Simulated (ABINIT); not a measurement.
Crystal: BP.

```xyz
2
Lattice="0.0000 2.2690 2.2690 2.2690 0.0000 2.2690 2.2690 2.2690 0.0000" Properties=species:S:1:pos:R:3 pbc="T T T"
P     3.4035    3.4035    3.4035
B     0.0000    0.0000    0.0000
```

Base run:

| Item | Value |
| --- | --- |
| Program | ABINIT 10.8.3 (patched build) |
| Functional | AM05 |
| Potentials or basis | JTH PAW PBE v2.0 |
| Cutoff | 653 eV |
| k mesh | 10 × 10 × 10 |
| Occupations | fermi-dirac, width 0.05 eV |
| Spin | no spin polarisation |

Its results: band gap on the k mesh 1.15 eV, indirect (least direct gap 3.33 eV); pressure -2.0 GPa.

**Question.** The run is repeated on the same cell with these changes: functional from AM05 to PW91. What comes out?

**Answer.** Band gap on the k mesh 1.28 eV, indirect (least direct gap 3.43 eV); pressure 1.0 GPa.

PW91 binds less tightly than AM05, so the same cell stands under more pressure.

Caveats: the PAW data sets were made with another functional, which shifts forces and pressure a little.

A k mesh can miss the band edges.
